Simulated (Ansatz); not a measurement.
This is a relaxation of cell and atoms with the plane-wave code Ansatz on SrTiO3 built on the cubic perovskite prototype; the level of theory is r2SCAN. The starting cell comes from a relaxation with PBE.

```yaml
crystal:
  lattice:
    - [3.9364286973, 0.0, 0.0]
    - [0.0, 3.9364286973, 0.0]
    - [0.0, 0.0, 3.9364286973]
  atoms:
    - { symbol: Sr, position: [0.0, 0.0, 0.0] }
    - { symbol: Ti, position: [0.5, 0.5, 0.5] }
    - { symbol: O, position: [0.5, 0.5, 0.0] }
    - { symbol: O, position: [0.5, 0.0, 0.5] }
    - { symbol: O, position: [0.0, 0.5, 0.5] }
kpoints:
  mp_grid: { grid: [6, 6, 6] }
hamiltonian:
  xc: r2scan
scf:
  occupations: { method: fermi_dirac, width: 0.02 }
relax:
  f_tol: 0.005
  cell: {}
```

Some lines of the output have been replaced by numbered gaps.
```
Pseudopotential: Sr, paw, valence charge 10, recommended cutoff 500 eV (meta_gga)
Pseudopotential: Ti, paw, valence charge 12, recommended cutoff 500 eV (meta_gga)
Pseudopotential: O, paw, valence charge 6, recommended cutoff 500 eV (meta_gga)
Functional definition: r2SCAN
Crystal: 5 atoms, lattice volume = 60.997 Å³
[1]
Bands: 25, of which v1, the nominal top of the filled ones, is band 20 counted from 1 (19 counted from 0)
Symmetry: 48 space group operations
Space group: Pm-3m (ITA 221)
k-points: 20 of 216
relax step 1: F+E_penalty+E_count = -7774.70541115 eV  P = -4.064 GPa  Ω = 60.997 Å³
--- Relaxed structure (3 steps of the walk, 3 accepted, 1 SCFs on fresh bases) ---
[2]
```

Question: What stood in the gaps? They hold the relaxed structure, cutoff and plane waves at Γ.

Answer:
```
[1]
Basis set: ecut = 500 eV, 1551 PW (Γ)
[2]
  F+E_penalty+E_count = -7774.72298022 eV
  cell:  # Å, volume = 59.6322 Å³
    - [3.906852, 0.000000, 0.000000]
    - [0.000000, 3.906852, 0.000000]
    - [0.000000, 0.000000, 3.906852]
  atoms:
    - { symbol: Sr, position: [0.000000, 0.000000, 0.000000] }
    - { symbol: Ti, position: [0.500000, 0.500000, 0.500000] }
    - { symbol: O, position: [0.500000, 0.500000, 0.000000] }
    - { symbol: O, position: [0.500000, 0.000000, 0.500000] }
    - { symbol: O, position: [0.000000, 0.500000, 0.500000] }
```
Only the leading digits can be foreseen; the rest is this run's record.

Command: `ansatz run input.yaml --threads 2 --pin off --max-ram 29491MiB --backend cpu --events-out ev --progress --plain --runs-dir out`.

Question: It took 9.1 s on 2 threads of AMD EPYC 7R13 Processor (Zen 3), with other jobs on the host, load about 1.5 per core. What peak of host memory did it reach?

Answer: About 0.63 GiB.

Spin-unpolarised throughout; all numbers are computed.
